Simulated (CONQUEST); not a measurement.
Input of a CONQUEST 1.3 run:

Contents of Conquest_input:

```
IO.Title SnSe
IO.Coordinates coords.dat
IO.FractionalAtomicCoords T
IO.Iprint 2
IO.Iprint_init 1
General.NumberOfSpecies 2
General.PseudopotentialType hamann
AtomMove.TypeOfRun static
AtomMove.FullStress T
Grid.GridCutoff 120
DM.SolutionMethod diagon
Diag.MPMesh T
Diag.GammaCentred T
Diag.MPMeshX 6
Diag.MPMeshY 6
Diag.MPMeshZ 5
Diag.kT 0.00183747
minE.SCTolerance 1e-6
SC.MaxIters 100
IO.AtomChargeOutput T
%block ChemicalSpeciesLabel
1 118.710 Sn
2 78.960 Se
%endblock
```

coords.dat

```
    8.0441537075     0.0000000000     0.0000000000
    0.0000000000     8.0441537075     0.0000000000
    0.0000000000     0.0000000000    11.3761512702
4
  0.0000000000   0.0000000000   0.0000000000 1 T T T
  0.5000000000   0.5000000000   0.5000000000 1 T T T
  0.0000000000   0.0000000000   0.5000000000 2 T T T
  0.5000000000   0.5000000000   0.0000000000 2 T T T
```

Potentials or basis: PseudoDojo NC PBE, SZP, grid cutoff 120 Ha.

Run with:

```bash
$ OMP_NUM_THREADS=1 Conquest
```

Problem. Estimate the pressure.

Solution. 2.9 GPa.

Problem. What does it give for the Mulliken charges?

Solution. Sn +0.34; Se -0.34 e.

Caveat: the atomic basis is small; the basis of atomic orbitals isn't converged, which shifts pressures, moduli and gaps.
